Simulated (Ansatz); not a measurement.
# Rigid-band transport of added carriers in Li2O (computed with Ansatz 0.2.0)

Space group Fm-3m (No. 225), 3 atoms in the cell of the first input below: a = 3.266 Å, b = 3.266 Å, c = 3.266 Å, α = 60.00°, β = 60.00°, γ = 60.00°.

The structure is a measured one, not always of the ambient phase, taken without relaxation (pressure 0.4 GPa with this functional, without spin–orbit coupling). Functional: PBE.

Spin–orbit coupling is left out. Kohn–Sham gap between the band edges found on a fine mesh: 4.99 eV.

Levels at points 0.012 Å⁻¹ about the band edges give the masses:

```yaml
crystal:
  lattice:
    - [0.0, 2.3095007135, 2.3095007135]
    - [2.3095007135, 0.0, 2.3095007135]
    - [2.3095007135, 2.3095007135, 0.0]
  atoms:
    - { symbol: Li, position: [0.25, 0.25, 0.25] }
    - { symbol: Li, position: [0.75, 0.75, 0.75] }
    - { symbol: O, position: [0.0, 0.0, 0.0] }
basis:
  ecutwfc: 420
  ecutrho_ratio: 4
kpoints:
  mp_grid: { grid: [12, 12, 12] }
hamiltonian:
  xc: pbe
scf:
  occupations: { method: gaussian, width: 0.05 }
output:
  forces: true
  stress: true
  eigenvalues: true
  eigenstates:
    kpoints:
      - [0.0, 0.0, 0.0]
      - [0.0, 0.004410821, 0.004410821]
      - [0.0, -0.004410821, -0.004410821]
      - [0.004410821, 0.0, 0.004410821]
      - [-0.004410821, 0.0, -0.004410821]
      - [0.004410821, 0.004410821, 0.0]
      - [-0.004410821, -0.004410821, 0.0]
      - [0.003118922, 0.003118922, 0.006237844]
      - [-0.003118922, -0.003118922, -0.006237844]
      - [0.003118922, 0.006237844, 0.003118922]
      - [-0.003118922, -0.006237844, -0.003118922]
      - [0.006237844, 0.003118922, 0.003118922]
      - [-0.006237844, -0.003118922, -0.003118922]
      - [0.005093178, 0.005093178, 0.005093178]
      - [-0.005093178, -0.005093178, -0.005093178]
      - [0.0, -0.5, -0.5]
      - [0.0, -0.495589179, -0.495589179]
      - [0.0, -0.504410821, -0.504410821]
      - [0.004410821, -0.5, -0.495589179]
      - [-0.004410821, -0.5, -0.504410821]
      - [0.004410821, -0.495589179, -0.5]
      - [-0.004410821, -0.504410821, -0.5]
      - [0.003118922, -0.496881078, -0.493762156]
      - [-0.003118922, -0.503118922, -0.506237844]
      - [0.003118922, -0.493762156, -0.496881078]
      - [-0.003118922, -0.506237844, -0.503118922]
      - [0.006237844, -0.496881078, -0.496881078]
      - [-0.006237844, -0.503118922, -0.503118922]
      - [0.005093178, -0.494906822, -0.494906822]
      - [-0.005093178, -0.505093178, -0.505093178]
    de_dk: true
    e_range: [-3.096375418817, 3.096375418817]
```

```bash
ansatz run input.yaml --threads 4 --pin off --max-ram 9216MiB --backend cpu --events-out ev --progress --plain --runs-dir out
```

Time: 0.74 s on 4 threads of Arm Neoverse V1 (shared host), peak memory 0.28 GiB.

Edges at k = (0.000, 0.000, 0.000) and (0.000, -0.500, -0.500); masses in electron masses along fixed Cartesian directions (which need not be the axes of a valley), negative for hole-like bands, for at most the three nearest levels of the same spin at these k-points, within 0.3 eV:

```tsv
edge	band	from the edge (meV)	degeneracy	x	y	z	111
valence	1	0	3	-1.791	-1.791	-1.791	-4.3
valence	2	0	3	-1.791	-1.791	-1.791	-4.3
valence	3	0	3	-0.919	-0.919	-0.919	-0.575
conduction	1	0	1	0.848	0.436	0.436	0.520
```

These curvatures agree with the slopes at the same points. They hold at the edge alone, and further out the bands need not be parabolic. Degenerate bands can be warped: each is named by its order in energy along a direction and has no mass tensor of its own.

The states of the whole zone with their velocity products:

```yaml
crystal:
  lattice:
    - [0.0, 2.3095007135, 2.3095007135]
    - [2.3095007135, 0.0, 2.3095007135]
    - [2.3095007135, 2.3095007135, 0.0]
  atoms:
    - { symbol: Li, position: [0.25, 0.25, 0.25] }
    - { symbol: Li, position: [0.75, 0.75, 0.75] }
    - { symbol: O, position: [0.0, 0.0, 0.0] }
basis:
  ecutwfc: 420
  ecutrho_ratio: 4
kpoints:
  mp_grid: { grid: [12, 12, 12] }
hamiltonian:
  xc: pbe
scf:
  occupations: { method: gaussian, width: 0.05 }
output:
  forces: true
  stress: true
  eigenvalues: true
  states_by_energy: { minimum_broadening: 0.05 }
```

```bash
ansatz run input.yaml --threads 4 --pin off --max-ram 9216MiB --backend cpu --events-out ev --progress --plain --runs-dir out
```

Time: 17 s on 4 threads of Arm Neoverse V1 (shared host), peak memory 0.71 GiB.

From that table, at a constant relaxation time τ with Fermi–Dirac weights and rigid bands:

```json
{"T (K)": "600", "doping (cm⁻³)": "n 1e19", "μ − E_F (eV)": "2.386", "σ_xx/τ (10²⁰/Ω m s)": "0.00522", "S_xx (μV/K)": "-404", "Lorenz (10⁻⁸ V²/K²)": "1.89", "ħω_p,xx (eV)": "0.160"}
{"T (K)": "600", "doping (cm⁻³)": "p 1e19", "μ − E_F (eV)": "-2.243", "σ_xx/τ (10²⁰/Ω m s)": "0.0012", "S_xx (μV/K)": "628", "Lorenz (10⁻⁸ V²/K²)": "1.77", "ħω_p,xx (eV)": "0.077"}
{"T (K)": "600", "doping (cm⁻³)": "n 1e20", "μ − E_F (eV)": "2.523", "σ_xx/τ (10²⁰/Ω m s)": "0.0518", "S_xx (μV/K)": "-214", "Lorenz (10⁻⁸ V²/K²)": "1.97", "ħω_p,xx (eV)": "0.504"}
{"T (K)": "600", "doping (cm⁻³)": "p 1e20", "μ − E_F (eV)": "-2.363", "σ_xx/τ (10²⁰/Ω m s)": "0.012", "S_xx (μV/K)": "430", "Lorenz (10⁻⁸ V²/K²)": "1.78", "ħω_p,xx (eV)": "0.242"}
{"T (K)": "600", "doping (cm⁻³)": "n 1e21", "μ − E_F (eV)": "2.787", "σ_xx/τ (10²⁰/Ω m s)": "0.488", "S_xx (μV/K)": "-75", "Lorenz (10⁻⁸ V²/K²)": "2.31", "ħω_p,xx (eV)": "1.545"}
{"T (K)": "600", "doping (cm⁻³)": "p 1e21", "μ − E_F (eV)": "-2.495", "σ_xx/τ (10²⁰/Ω m s)": "0.118", "S_xx (μV/K)": "237", "Lorenz (10⁻⁸ V²/K²)": "1.85", "ħω_p,xx (eV)": "0.760"}
{"T (K)": "900", "doping (cm⁻³)": "n 1e19", "μ − E_F (eV)": "2.280", "σ_xx/τ (10²⁰/Ω m s)": "0.0051", "S_xx (μV/K)": "-460", "Lorenz (10⁻⁸ V²/K²)": "1.94", "ħω_p,xx (eV)": "0.158"}
{"T (K)": "900", "doping (cm⁻³)": "p 1e19", "μ − E_F (eV)": "-2.068", "σ_xx/τ (10²⁰/Ω m s)": "0.00113", "S_xx (μV/K)": "682", "Lorenz (10⁻⁸ V²/K²)": "1.79", "ħω_p,xx (eV)": "0.074"}
{"T (K)": "900", "doping (cm⁻³)": "n 1e20", "μ − E_F (eV)": "2.473", "σ_xx/τ (10²⁰/Ω m s)": "0.0507", "S_xx (μV/K)": "-267", "Lorenz (10⁻⁸ V²/K²)": "1.99", "ħω_p,xx (eV)": "0.498"}
{"T (K)": "900", "doping (cm⁻³)": "p 1e20", "μ − E_F (eV)": "-2.248", "σ_xx/τ (10²⁰/Ω m s)": "0.0113", "S_xx (μV/K)": "484", "Lorenz (10⁻⁸ V²/K²)": "1.79", "ħω_p,xx (eV)": "0.235"}
{"T (K)": "900", "doping (cm⁻³)": "n 1e21", "μ − E_F (eV)": "2.769", "σ_xx/τ (10²⁰/Ω m s)": "0.479", "S_xx (μV/K)": "-109", "Lorenz (10⁻⁸ V²/K²)": "2.21", "ħω_p,xx (eV)": "1.532"}
{"T (K)": "900", "doping (cm⁻³)": "p 1e21", "μ − E_F (eV)": "-2.436", "σ_xx/τ (10²⁰/Ω m s)": "0.112", "S_xx (μV/K)": "289", "Lorenz (10⁻⁸ V²/K²)": "1.83", "ħω_p,xx (eV)": "0.740"}
```

Problem. Which of the dopings listed at 600 K has the largest power factor S²σ/τ along x?

Solution. n 1e19: 0.85, p 1e19: 0.47, n 1e20: 2.4, p 1e20: 2.2, n 1e21: 2.8, p 1e21: 6.6 (10¹¹ W/m K² s), so p 1e21 cm⁻³, if τ is the same for all.

Caveats: crystals with gaps this wide can seldom be doped to such densities with both signs of carrier, so the rows show what the bands would give; melting, decomposition and changes of phase at these temperatures weren't checked; no scattering is computed, and the gap isn't corrected.

At each listed density and temperature, holes have the larger thermopower and electrons the larger σ/τ. The valence edge consists of degenerate, mostly O 2p bands, whose weak dispersion reflects limited overlap between oxide ions. Their large density of states keeps the hole chemical potential near or inside the gap, whereas electrons fill the lighter, equivalent X valleys sooner. At 600 K and 1e21 cm⁻³ the electrons are already degenerate, with S down to -75 μV/K, while holes retain 237 μV/K.

The hole advantage in power factor is therefore not general: at 600 K electrons lead at the two lower densities, and holes overtake them only at the highest. There the hole power factor is probably still rising with doping, so its optimum is not established, while that of the electrons, with S already so small, has probably passed a maximum between 1e20 and 1e21 cm⁻³. The gap error should matter little to these values, since minority carriers are negligible across so wide a gap. A more serious doubt is whether holes stay band-like at all: in so ionic an oxide they may self-trap on oxygen as small polarons and move by hopping, which would undo the predicted p-type advantage.
